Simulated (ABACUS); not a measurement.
Runs of ABACUS 3.10.1 on Ti. The structure is cubic, space group Im-3m (No. 229). The conventional cell has a = 3.282 Å, b = 3.282 Å, c = 3.282 Å, α = 90.00°, β = 90.00°, γ = 90.00°. Ti (site symmetry m-3m) has 8 Ti at 2.84 Å as nearest neighbours. This isn't the form of Ti at room conditions, which is hcp.

```tsv
task	level	potentials or basis	cell	k mesh	cutoff (eV)	orbital files	SCF threshold on the density	eigensolver	symmetry key	path	mesh quality	gap on the mesh (eV)	pressure (GPa)	V0 of scaled cells (Å³/atom)	B0 (GPa)
single point	PBE	PseudoDojo NC SR 0.4.1 PBE standard, DZP LCAO (the cutoffs set its grid)	cell strained at random at fixed volume	11 × 11 × 11	1361	Ti Ti_confined-atom_7au_3s2p2d1f.orb	1e-07	genelpa	1	-	not flagged	none	-2.2	-	-
equation of state	PBE	PseudoDojo NC SR 0.4.1 PBE standard, DZP LCAO (the cutoffs set its grid)	as given	11 × 11 × 11	1361	Ti Ti_confined-atom_7au_3s2p2d1f.orb	1e-07	genelpa	1	-	not flagged	-	-	17.30	(b)
single point	PBE	PseudoDojo NC SR 0.4.1 PBE standard, DZP LCAO (the cutoffs set its grid)	as given	11 × 11 × 11	1361	Ti Ti_confined-atom_7au_3s2p2d1f.orb	1e-07	genelpa	1	-	not flagged	none	-2.2	-	-
single point	rSCAN	SG15 ONCV 1.2 PBE, plane waves	as given	7 × 7 × 7	1320	-	1e-08	dav	1	-	coarse	none	-3.3	-	-
equation of state	rSCAN	SG15 ONCV 1.2 PBE, plane waves	as given	7 × 7 × 7	1320	-	1e-08	dav	1	-	coarse	-	-	17.19	123
relaxation of cell and atoms	LDA	PseudoDojo NC SR 0.4.1 LDA standard, DZP LCAO (the cutoffs set its grid)	relaxed	10 × 10 × 10	1361	Ti Ti_confined-atom_7au_3s2p2d1f.orb	1e-07	genelpa	1	-	not flagged	-	0.0	-	-
single point	LDA	PseudoDojo NC SR 0.4.1 LDA standard, DZP LCAO (the cutoffs set its grid)	as given	10 × 10 × 10	1361	Ti Ti_confined-atom_7au_3s2p2d1f.orb	1e-07	genelpa	1	-	not flagged	none	(a)	-	-
```

Alike in all rows: no spin polarisation; smearing fermi-dirac 0.05 eV.

Question: Fill in the values left out.

Answer: (a) -10.6; (b) 107.

Caveats: some runs use coarse meshes; the atomic orbitals were generated for these runs and aren't a published set (some runs); the basis of atomic orbitals isn't converged, which shifts pressures, moduli and gaps (some runs); the potentials were made for another functional, which shifts forces and pressure (some runs).

A gap of «none» marks a metal or a gap under the smearing width.
